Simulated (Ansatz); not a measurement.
# Relativistic treatment of As

```
As
1.0
     2.72930    0.00000    0.00000
     0.00000    2.72930    0.00000
     0.00000    0.00000    2.72930
As
1
Direct
  0.00000 0.00000 0.00000
```

The cell was built from the sc type and relaxed in the same program, and has space group Pm-3m; it needn't be a known or the stable phase.

One fixed cell is solved with PBE by full-potential LAPW in Ansatz 0.2.0 under different relativistic treatments. Pressure is positive in compression.

The runs use a Γ-centred 13×13×13 k mesh, Fermi–Dirac smearing of 0.03 eV, basis error target 0.5 meV/atom, no spin polarisation.

```json
{"setting": "scalar-relativistic", "P (GPa)": "?", "lowest level at Γ above −25 eV, from the valence-band top or, without a gap, the Fermi level (eV)": "-14.83"}
{"setting": "non-relativistic", "P (GPa)": "0.10", "lowest level at Γ above −25 eV, from the valence-band top or, without a gap, the Fermi level (eV)": "?"}
{"setting": "with spin–orbit coupling", "P (GPa)": "0.08", "lowest level at Γ above −25 eV, from the valence-band top or, without a gap, the Fermi level (eV)": "-14.82"}
```

Problem. What belongs in the row "non-relativistic", column "lowest level at Γ above −25 eV, from the valence-band top or, without a gap, the Fermi level (eV)"?

Solution. -14.56.

Problem. Fill in "P (GPa)" for the row "scalar-relativistic".

Solution. 0.03.
